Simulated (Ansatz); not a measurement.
## Computed properties of Cd

```
CELL_PARAMETERS angstrom
0.00000 2.24952 2.24952
2.24952 0.00000 2.24952
2.24952 2.24952 0.00000
ATOMIC_POSITIONS crystal
Cd 0.00000 0.00000 0.00000
```

The cell was built from the fcc type and relaxed in the same program, and has space group Fm-3m; it needn't be a known or the stable phase.

Level of theory: Ansatz 0.2.0, DFT, PBE, all-electron LAPW, scalar-relativistic.

Sampling and basis: a Γ-centred 14×14×14 k mesh, Fermi–Dirac smearing of 0.03 eV, basis error target 1 meV/atom, no spin polarisation.

```yaml
Band_gap: "none: bands cross the Fermi level, a metal"
Density_of_states_at_the_Fermi_level_0.2_eV_bin: 0.37 states/eV per cell
Volume_per_atom: 22.77 Å³
Pressure_at_this_cell: 0.1 kbar
```
